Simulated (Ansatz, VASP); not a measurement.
## CO2 in VASP and in Ansatz

```xyz
6
Lattice="4.2272 0.0000 0.0000 0.0000 4.2272 0.0000 0.0000 0.0000 4.6878" Properties=species:S:1:pos:R:3 pbc="T T T"
C     2.1136    2.1136    2.3439
C     0.0000    0.0000    0.0000
O     1.2886    2.9386    2.3439
O     2.9386    1.2886    2.3439
O     0.8250    0.8250    0.0000
O     3.4022    3.4022    0.0000
```

The cell comes from a database or a generator and needn't be the stable form of this composition.

Alike in both runs: task single point; functional PBE; k mesh 6 × 6 × 6; occupations gaussian, width 0.05 eV; no spin polarisation.

|  | VASP | Ansatz |
| --- | --- | --- |
| version | VASP 6.6.1 | Ansatz 0.2.0 |
| potentials or method | VASP PAW PBE potentials, release 64 (C, O) | scalar-relativistic, plane waves, PAW |
| plane-wave cutoff (eV) | 520 | 500 |
| valence electrons in the cell | 32 | 32 |

Ansatz gave:

| Property | Result |
| --- | --- |
| gap on the k mesh at the Fermi level (eV) | 6.59 |
| pressure (GPa) | 2.5 |
| largest component of the traceless stress (GPa) | 0.42 |
| rms of the force components (eV/Å) | 0.062 |

Question: What did VASP give for the same quantities?

Answer: gap on the k mesh at the Fermi level (eV): 6.57; pressure (GPa): 4.1; largest component of the traceless stress (GPa): 2.36; rms of the force components (eV/Å): 0.368.

Atom by atom the forces differ by 0.306 eV/Å (rms over components). With one functional, cell and mesh, what is left measures potentials, basis and numerics.

Caveats: the standard files for N, O and F lose accuracy on very short bonds. A k mesh can miss the band edges. As with any semilocal functional, this PBE gap is likely too small.
